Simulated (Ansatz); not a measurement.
**NaCl: experiment and calculation**

**What was measured.**

A printed reference work (data compilation) reports, for a bulk crystal of NaCl at 300 K: lattice constant a 5.64 Å.

A printed reference work (textbook) reports, for a bulk crystal of NaCl: bulk modulus 25.2 GPa.

How close the calculation comes is told at the end.

All numbers below come from DFT PBE, scalar-relativistic, plane waves, PAW (Ansatz 0.2.0).

Plane waves to 420 eV, a k mesh through Γ of 8×8×8 on the computed 2-atom cell and Gaussian smearing (0.02 eV); no spin polarisation.

Relaxed structure:

Space group Fm-3m (No. 225). a = 5.696 Å, b = 5.696 Å, c = 5.696 Å, α = 90.00°, β = 90.00°, γ = 90.00°
```tsv
atom	site	symmetry	x	y	z
Na	4b	m-3m	0.5000	0.0000	0.0000
Cl	4a	m-3m	0.0000	0.0000	0.0000
```

```json
{
 "Space group": "Fm-3m (No. 225)",
 "Volume per atom": "23.10 Å³",
 "Formation energy from the elements' standard states (uncorrected)": "-1.848 eV/atom",
 "Kohn–Sham band gap": "4.99 eV, direct at Γ",
 "Orbital (Löwdin) character of the top 1 eV of the valence band": "Cl 3p 99 %",
 "Orbital (Löwdin) character of the lowest 1 eV of the conduction band": "Na 3s 73 %, Cl 3s 19 %",
 "Electron masses at the edge by direction of the standard setting (m_e; one valley, along these axes only; no spin-orbit coupling)": "x: 0.40; y: 0.40; z: 0.40",
 "Hole masses at the edge by direction of the standard setting (m_e; one valley, along these axes only; no spin-orbit coupling)": "x: 2.9, 2.9, 0.65; y: 2.9, 2.9, 0.65; z: 2.9, 2.9, 0.65",
 "Bulk modulus": "24 GPa",
 "Its pressure derivative": "4.6",
 "Bader charge by site (e)": "Na (1 in the cell) 0.87, Cl (1 in the cell) -0.87"
}
```

Measured lattice constant a of NaCl: 5.64 Å (300 K; a printed reference work (data compilation)). This calculation gives 5.696 Å (+1.0 %). The calculation is for 0 K without zero-point motion. Against the measured bulk modulus of NaCl, 25.2 GPa (a printed reference work (textbook)), the calculated 24 GPa is off by -6.2 %. The calculation is for 0 K without zero-point motion.

The cell was reached from a generator's guess, though it ends in a space group that the Crystallography Open Database lists for this formula. Kohn–Sham gaps at this level usually fall short of measured ones. Löwdin shares on free-atom orbitals overweight diffuse shells in the empty bands.
